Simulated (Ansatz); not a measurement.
## Transmission past a defect: Al wire along [110], 5 atoms a period, Ag in place of one Al

Wanted: the relaxed defect and the transmission past it, beside the channels of the perfect wire.

Calculated with Ansatz 0.2.0; DFT PBE, plane waves, PAW; relaxation of a wire's period, in the first sound run; inputs show where later runs differ.

Report form: the programs' logs are mostly left out.

## Step 1: Set-up

The cell holds 5 atoms: 5 Al. Its edges and angles: a = 10.840 Å, b = 11.085 Å, c = 2.857 Å, α = 90.0°, β = 90.0°, γ = 90.0°. Vacuum lies along a and b. The structure's axis is c.

## Step 2: Relaxation of atoms and period

Band widths follow the bond lengths, so the wire is relaxed first. The atoms and the third cell vector are free; the box across stays fixed as vacuum. A Fermi-Dirac smearing is set since the result may be a metal. The pressure printed is a third of the stress's trace over the whole box, vacuum included; only the stress along the axis is relaxed.

input.yaml

```yaml
crystal:
  lattice:
    - [10.84, 0.0, 0.0]
    - [0.0, 11.085, 0.0]
    - [0.0, 0.0, 2.856711396]
  atoms:
    - { symbol: Al, position: [0.5, 0.435575616, 0.0] }
    - { symbol: Al, position: [0.313653137, 0.564430437, 0.5] }
    - { symbol: Al, position: [0.686346863, 0.306720794, 0.5] }
    - { symbol: Al, position: [0.686346863, 0.564430437, 0.5] }
    - { symbol: Al, position: [0.5, 0.693285259, 0.0] }
kpoints:
  mp_grid: { grid: [1, 1, 29] }
scf:
  occupations: { method: fermi_dirac, width: 0.05 }
hamiltonian:
  xc: pbe
relax:
  cell: { fix: [a, b, alpha, beta, gamma] }
  max_steps: 60
```

Command:

```bash
> ansatz run input.yaml --threads 4 --pin off --max-ram 16384MiB --backend cpu --events-out ev --progress --plain --runs-dir out
```

Run time: 27 s. Hardware: 4 threads of Arm Neoverse V1, shared host; peak memory 0.54 GiB.

The steps of the relaxation:

```tsv
step	energy less that of the first step (eV)	largest force component (eV/Å)	pressure (GPa)	volume (Å³)
1	0.0000	0.4066	-1.29	343.27
2	-0.3233	0.1817	-0.58	326.63
3	-0.4919	0.0976	-0.04	309.83
4	-0.4981	0.0533	0.17	307.61
5	-0.5011	0.0336	0.05	309.25
6	-0.5021	0.0329	0.03	309.02
7	-0.5041	0.0085	0.06	308.81
8	-0.5053	0.0202	0.03	308.85
9	-0.5064	0.0575	-0.05	308.86
10	-0.5074	0.0137	0.03	308.88
11	-0.5076	0.0043	0.05	308.85
12	-0.5081	0.0099	0.03	308.81
13	-0.5081	0.0060	0.04	308.80
14*	-0.5068	0.0057	0.03	308.80
```

Relaxation steps marked * repeat the geometry before them on a plane-wave basis chosen anew for their cell, so energy and pressure can jump there.

Forces are held to the 2 operations that the run works with; a distortion that breaks them can't arise in this run.

```tsv
cell as run	before	after	change
c (Å)	2.857	2.570	-10.0 %
```

The atoms that moved most (Å, along periodic axes as changes of fractional coordinates times the final cell, across vacuum about the mean position):

```tsv
atom	dx	dy	dz	length
Al3	0.422	0.506	0.000	0.659
Al2	-0.137	-0.586	0.000	0.602
Al5	-0.380	-0.167	0.000	0.415
Al4	-0.027	0.361	0.000	0.362
Al1	0.122	-0.113	0.000	0.167
```

Final coordinates:

```xyz
5
Lattice="10.8400 0.0000 0.0000 0.0000 11.0850 0.0000 0.0000 0.0000 2.5699" Properties=species:S:1:pos:R:3
Al    5.5423    4.7152    0.0000
Al    3.2630    5.6707    1.2849
Al    7.8621    3.9057    1.2849
Al    7.4128    6.6172    1.2849
Al    5.0398    7.5181    0.0000
```

This step gave:

| Item | Value |
| --- | --- |
| energy at zero smearing | -2684.3068 eV |
| cell length along the wire | 2.570 Å |

The cell's length comes to 2.570 Å with spin left out.

## Step 3: The perfect wire

This step: DFT PBE, plane waves, PAW; channels and complex bands of a perfect wire (Ansatz 0.2.0).

At the relaxed period the Bloch states of the perfect wire are found at each energy: those that move forward count the open channels, and those that decay describe how a disturbance dies away inside the wire itself. An energy step of 0.035 eV is under the 0.039 eV that the program asks for its thermal average at 300 K.

input.yaml

```yaml
crystal:
  lattice:
    - [10.84, 0.0, 0.0]
    - [0.0, 11.085, 0.0]
    - [0.0, 0.0, 2.5698969837]
  atoms:
    - { symbol: Al, position: [0.511281645, 0.425366948, 0.0] }
    - { symbol: Al, position: [0.301017347, 0.511561282, 0.5] }
    - { symbol: Al, position: [0.72529034, 0.352338964, 0.5] }
    - { symbol: Al, position: [0.683834267, 0.59695371, 0.5] }
    - { symbol: Al, position: [0.464923265, 0.67822164, 0.0] }
kpoints:
  mp_grid: { grid: [1, 1, 32] }
scf:
  occupations: { method: fermi_dirac, width: 0.05 }
hamiltonian:
  xc: pbe
output:
  transmission:
    e_range: [-1.26, 1.26]
    de: 0.035
    kmesh: [1, 1]
    reduced_basis: true
    leads: [[0, 0]]
basis:
  ecutwfc: "350 eV"
```

Wall time 73 s (4 threads); peak memory 1 GiB; 4.2 min of CPU time.

This step gave:

| Property | Result |
| --- | --- |
| energy at zero smearing | -2684.2737 eV |
| channels at the energy nearest the Fermi level, one spin | 7 |
| conductance of the lead as this run defines it | 6.537 G₀ |
| band gap | 0 eV |

The open channels of the lead, one spin by energy, zero at the Fermi level:

```tsv
energy (eV)	open channels of the lead, one spin
-1.190	4
-1.085	4
-1.015	4
-0.910	4
-0.805	4
-0.700	6
-0.595	4
-0.490	5
-0.385	5
-0.315	5
-0.210	5
-0.105	3
0.000	7
0.105	5
0.210	5
0.315	5
0.385	7
0.490	3
0.595	5
0.700	5
0.805	6
0.910	3
1.015	4
1.085	6
1.190	6
```

The slowest values at each energy, most degenerate partners merged, listed up to 1.5 1/Å. Im kz of the slowest decaying states against energy, zero at the Fermi level:

```tsv
energy (eV)	decay 1 (Å⁻¹)	decay 2 (Å⁻¹)	decay 3 (Å⁻¹)	decay 4 (Å⁻¹)
-1.190	0.0332	0.0665	0.431	0.850
-1.085	0.0480	0.0616	0.395	0.833
-1.015	0.0534	0.0563	0.369	0.822
-0.910	0.0436	0.0579	0.326	0.804
-0.805	0.0141	0.0616	0.276	0.786
-0.700	0.0708	0.215	0.767	0.861
-0.595	0.0253	0.0786	0.128	0.748
-0.490	0.0381	0.0836	0.729	0.827
-0.385	0.0408	0.0863	0.709	0.810
-0.315	0.0392	0.087	0.695	0.798
-0.210	0.0315	0.0864	0.674	0.780
-0.105	0.00437	0.00671	0.0840	0.652
0.000	0.0796	0.629	0.742	0.762
0.105	0.0213	0.0731	0.605	0.722
0.210	0.0273	0.0641	0.581	0.702
0.315	0.0219	0.0519	0.555	0.681
0.385	0.0411	0.537	0.667	0.688
0.490	0.00872	0.0190	0.0239	0.509
0.595	0.0251	0.0381	0.479	0.622
0.700	0.0225	0.0417	0.447	0.598
0.805	0.00566	0.0386	0.413	0.574
0.910	0.00309	0.0141	0.0257	0.375
1.015	0.00861	0.0120	0.0177	0.333
1.085	0.0207	0.0305	0.302	0.501
1.190	0.0163	0.0389	0.247	0.471
```

By hand: the program gives 4.2151 × 10^14 S/m² over the cell's cross-section of 120.16 Å² = 1.202 × 10^-18 m², so one cell conducts 5.065 × 10^-4 S. Divided by G0 = 2e²/h = 7.748 × 10^-5 S this is 6.54 G0, a resistance of 1.97 kΩ.

At the computed energy nearest the Fermi level there are 7 channels a spin, and the thermal average gives 6.54 G₀.

## Step 4: Relaxing the junction

This step: DFT PBE, plane waves, PAW; relaxation of a junction in a wire, ends held (Ansatz 0.2.0).

System of this step: Al wire along [110], 5 atoms a period, Ag in place of one Al. The cell holds 45 atoms: 44 Al and 1 Ag. Its edges and angles: a = 10.840 Å, b = 11.085 Å, c = 23.129 Å, α = 90.0°, β = 90.0°, γ = 90.0°. Regions: held atoms, 30 atoms (30 Al); free atoms, 15 atoms (14 Al and 1 Ag). Vacuum lies along a and b. The structure's axis is c.

15 atoms at the defect are free to relax, while 30 stay where the perfect wire has them, so that the ends still repeat as a lead. The cutoff is set under the files' recommended one to save time.

input.yaml

```yaml
crystal:
  lattice:
    - [10.84, 0.0, 0.0]
    - [0.0, 11.085, 0.0]
    - [0.0, 0.0, 23.1290728532]
  atoms:
    - { symbol: Al, position: [0.511281645, 0.425366948, 0.0] }
    - { symbol: Al, position: [0.301017347, 0.511561282, 0.055555556] }
    - { symbol: Al, position: [0.72529034, 0.352338964, 0.055555556] }
    - { symbol: Al, position: [0.683834267, 0.59695371, 0.055555556] }
    - { symbol: Al, position: [0.464923265, 0.67822164, 0.0] }
    - { symbol: Al, position: [0.511281645, 0.425366948, 0.111111111] }
    - { symbol: Al, position: [0.301017347, 0.511561282, 0.166666667] }
    - { symbol: Al, position: [0.72529034, 0.352338964, 0.166666667] }
[... 33 atom lines left out ...]
    - { symbol: Al, position: [0.301017347, 0.511561282, 0.944444444] }
    - { symbol: Al, position: [0.72529034, 0.352338964, 0.944444444] }
    - { symbol: Al, position: [0.683834267, 0.59695371, 0.944444444] }
    - { symbol: Al, position: [0.464923265, 0.67822164, 0.888888889] }
magnetization:
  spin_polarized: true
kpoints:
  mp_grid: { grid: [1, 1, 2] }
scf:
  occupations: { method: fermi_dirac, width: 0.1 }
hamiltonian:
  xc: pbe
relax:
  constraints:
    - { sites: [0, 1, 2, 3, 4, 5, 6, 7, 8, 9, 10, 11, 12, 13, 14, 30, 31, 32, 33, 34, 35, 36, 37, 38, 39, 40, 41, 42, 43, 44] }
  f_tol: 0.06
  max_steps: 35
basis:
  ecutwfc: "350 eV"
```

The job ended after 2.1 min (4 threads; peak memory 4.8 GiB; 7.9 min of CPU time).

Step by step:

```tsv
step	energy less that of the first step (eV)	largest force component (eV/Å)
1	0.0000	0.3421
2	-0.0655	0.1475
3	-0.0899	0.0599
4	-0.0978	0.0392
5	-0.1028	0.0308
```

The atoms that moved most (Å):

```tsv
atom	dx	dy	dz	length
Ag24	-0.433	-0.128	-0.002	0.451
Al21	-0.274	-0.198	-0.008	0.338
Al26	-0.261	-0.200	0.009	0.328
Al23	-0.247	-0.163	-0.003	0.296
Al22	-0.213	-0.076	0.002	0.226
Al30	-0.179	-0.030	0.015	0.182
Al25	-0.179	-0.026	-0.022	0.182
Al18	-0.129	-0.101	0.003	0.163
```

Numbers from this step:

| Quantity | Value |
| --- | --- |
| energy at zero smearing | -31211.8025 eV |

The largest force component on a free atom ends at 0.031 eV/Å, under the limit of 0.06. Ag ends nearest to Al at 2.58 Å, Al at 2.58 Å, Al at 2.68 Å, Al at 2.68 Å, Al at 2.82 Å, Al at 2.91 Å and Al at 2.91 Å.

## Step 5: Transmission

This step: DFT PBE, plane waves, PAW; transmission of a junction in a wire (Ansatz 0.2.0).

The cell is now read as a scatterer between two semi-infinite leads, named by two sites one period apart. The scattering states in its self-consistent potential are matched to the leads' states at each energy. One point across is taken, as for a wire in vacuum.

input.yaml

```yaml
crystal:
  lattice:
    - [10.84, 0.0, 0.0]
    - [0.0, 11.085, 0.0]
    - [0.0, 0.0, 23.1290728532]
  atoms:
    - { symbol: Al, position: [0.511281645, 0.425366948, 0.0] }
    - { symbol: Al, position: [0.301017347, 0.511561282, 0.055555556] }
    - { symbol: Al, position: [0.72529034, 0.352338964, 0.055555556] }
    - { symbol: Al, position: [0.683834267, 0.59695371, 0.055555556] }
    - { symbol: Al, position: [0.464923265, 0.67822164, 0.0] }
    - { symbol: Al, position: [0.511281645, 0.425366948, 0.111111111] }
    - { symbol: Al, position: [0.301017347, 0.511561282, 0.166666667] }
    - { symbol: Al, position: [0.72529034, 0.352338964, 0.166666667] }
[... 33 atom lines left out ...]
    - { symbol: Al, position: [0.301017347, 0.511561282, 0.944444444] }
    - { symbol: Al, position: [0.72529034, 0.352338964, 0.944444444] }
    - { symbol: Al, position: [0.683834267, 0.59695371, 0.944444444] }
    - { symbol: Al, position: [0.464923265, 0.67822164, 0.888888889] }
kpoints:
  mp_grid: { grid: [1, 1, 4] }
scf:
  occupations: { method: fermi_dirac, width: 0.05 }
hamiltonian:
  xc: pbe
output:
  transmission:
    e_range: [-1.26, 1.26]
    de: 0.035
    kmesh: [1, 1]
    reduced_basis: true
    leads: [[40, 0]]
  dos: { projected: true, e_range: [-4, 3] }
  write_potential: true
  write_density: true
  volumetric_format: npy
  elf: true
basis:
  ecutwfc: "350 eV"
```

Run time: 4.7 min. Hardware: 4 threads; peak memory 3.1 GiB; 14 min of CPU time.

Numbers from this step:

```yaml
energy_at_zero_smearing: -31211.7890 eV
transmission_at_the_energy_nearest_the_fermi_level_one_spin: 5.118
step_of_the_lead_s_hamiltonian: 22.2 meV
conductance_of_the_junction: 4.678 G₀
```

Transmission, one spin against energy, zero at the Fermi level:

energy (eV), transmission, one spin and a bar from the least value:
```
    -1.26       3.16 #####
    -1.16       2.95 ##
    -1.01       3.31 #######
    -0.91       3.34 #######
    -0.77       3.61 ##########
    -0.67       4.30 ###################
    -0.53       3.20 #####
    -0.42       3.16 #####
    -0.32       3.36 #######
    -0.17       3.57 ##########
    -0.07       3.93 ##############
     0.00       5.12 #############################
     0.07       3.61 ##########
     0.17       4.07 ################
     0.32       3.97 ###############
     0.42       4.48 #####################
     0.53       2.94 ##
     0.67       4.14 #################
     0.77       4.51 #####################
     0.84       4.75 ########################
     0.91       4.10 ################
     1.01       3.85 #############
     1.16       4.99 ###########################
     1.23       5.22 ##############################
     1.26       2.77
```

Open channels of the lead, one spin against energy, zero at the Fermi level:

```tsv
energy (eV)	open channels of the lead, one spin
-1.190	4
-1.085	4
-1.015	4
-0.910	4
-0.805	4
-0.700	6
-0.595	4
-0.490	5
-0.385	5
-0.315	5
-0.210	5
-0.105	3
0.000	7
0.105	5
0.210	5
0.315	5
0.385	5
0.490	3
0.595	5
0.700	5
0.805	4
0.910	5
1.015	6
1.085	4
1.190	6
```

Projected DOS an atom over height of the atomic layer and energy from the Fermi level.  broadened by a Gaussian of 0.15 eV, since few k-points sample the long cell.

Ten even steps from '_' (0.236 states/eV) to '@' (0.628 states/eV), each cell a mean:
```
++##++##**%%++%%**##**@@++%%**##++##
--==--------::==------==::--------==
------------::====--====::----------
::**--**==++==****++****==++==**--**
::++::**::==--##++==++##--==::**::++
--++::++::++--##==--==##--++::++::++
==##++**++%%==@@==++--%%==%%++**++##
++@@**@@++@@==%%----==%%==@@++@@**@@
++%%==%%--##--##++--++##--%%--%%==%%
==**--**==%%==##++::++##==%%==**--**
++%%++@@**%%++%%++--++##++%%**@@++%%
==##++**++++++##**++**##++++==**++##
==**++++==++++##**++**##++++==++++**
%%##******####@@##**##@@####******##
**==**++##**##++##--##++##**##++**==
**==##==##==++--==::==--++==##==##==
........__..__..........__..__......
....__......__::::::::::__......__..
__..__..______::..::..::______..__..
__::..::......--::--::--......::..::
..::______::..--..--..--..::______::
..--..::..==::==..++::==::--..::..--
```
Columns: height of the atomic layer (Å) from 0 to 21.8; rows upwards: energy from the Fermi level (eV) from -3.98 to 1.47.

Valence density in the ca plane at fractional y = 0.585, with atoms of Al and Ag within 0.2 Å of it. It is the smooth field of the valence electrons, not physical close to the nuclei.

Ten steps, logarithmic in the rise over the least value, from '0' (0 e/Å³) to '9' (18 e/Å³), each cell a mean:
```
00000000000000000000000000000000000000000000
00000000000000000000000000000000000000000000
00000000000000000000000000000000000000000000
00000000000000000000000000000000000000000000
00000000000000000000000000000000000000000000
11111111111111111100111110011111111111111111
10111111011111111111245421111111111101111110
00011110001111100122589852210001111100111110
11111111111111101122699962211011111111111111
11111111111111111112478742111111111111111111
11111111111111111111233321111111111111111111
11111111111111111111111111111111111111111111
11111111111111111111111111111111111111111111
11111111111111111111111111111111111111111111
11111111111111111111111111111111111111111111
11111111111111111111111111111111111111111111
11111111111111111111111111111111111111111111
11111111111111111111111111111111111111111111
01000000110001111111111111011111000010000001
00000000000000000000000000000000000000000000
00000000000000000000000000000000000000000000
00000000000000000000000000000000000000000000
00000000000000000000000000000000000000000000
00000000000000000000000000000000000000000000
```
Columns run along c (16.0 Å, from fractional 0.15 to 0.85 of the cell), rows up along a (10.8 Å). Atoms in or near the plane, at fractional coordinates: Al at (0.17, 0.68), Al at (0.28, 0.68), Al at (0.39, 0.67), Ag at (0.50, 0.64), Al at (0.61, 0.67), Al at (0.72, 0.68), Al at (0.83, 0.68).

Electrostatic potential energy in the ca plane at fractional y = 0.585, with atoms of Al and Ag within 0.2 Å of it. With pseudopotentials it is smooth inside the atoms' cores, unlike the true potential.

Values in eV, 13 rows by 16 columns, each cell a mean:
```
  3   3   3   3   3   3   3   3   3   3   3   3   3   3   3   3
  3   3   3   3   3   3   3   3   3   3   3   3   3   3   3   3
 -3   1  -1  -2   2  -1   1   2   2   2  -1   1   0  -3   1  -2
-14  -9 -12 -14  -5 -14  -8  -7 -11  -4 -14 -10 -10 -14  -6 -14
-14  -9 -12 -14  -7 -13 -11 -15 -19  -8 -13 -11 -10 -14  -6 -14
 -3  -1  -2  -3  -1  -6  -2  -8 -12  -2  -5  -3  -2  -3  -1  -3
  0  -4  -2  -1  -5   0  -4  -3  -1  -5   0  -3  -3   0  -5  -1
 -1  -3  -2  -2  -4  -1  -4  -3  -1  -5  -2  -3  -3  -1  -4  -2
-10  -3  -6  -8  -2 -10  -4  -3  -5  -2  -9  -4  -4 -10  -2  -9
-10  -2  -5  -8  -2 -12  -4  -4  -8  -1 -10  -5  -3  -9  -1  -8
  0   2   1   1   2  -1   1   1   0   2   0   1   2   1   2   1
  3   3   3   3   3   3   3   3   3   3   3   3   3   3   3   3
  3   3   3   3   3   3   3   3   3   3   3   3   3   3   3   3
```
Columns run along c (16.0 Å, from fractional 0.15 to 0.85 of the cell; values clipped at the 3rd and 97th percentile), rows up along a (10.8 Å). Atoms in or near the plane, at fractional coordinates: Al at (0.17, 0.68), Al at (0.28, 0.68), Al at (0.39, 0.67), Ag at (0.50, 0.64), Al at (0.61, 0.67), Al at (0.72, 0.68), Al at (0.83, 0.68).

[end of part 1 of 2]

[Logs are printed without paths, hosts, clocks, repeated set-up lines and the standing remarks that a program may print on its own settings, such as how far it seeks lower states.]

[Hosts, paths, dates, database ids (printed as entryN), source tags and the programs' standing remarks are cut or masked in the printed files.]
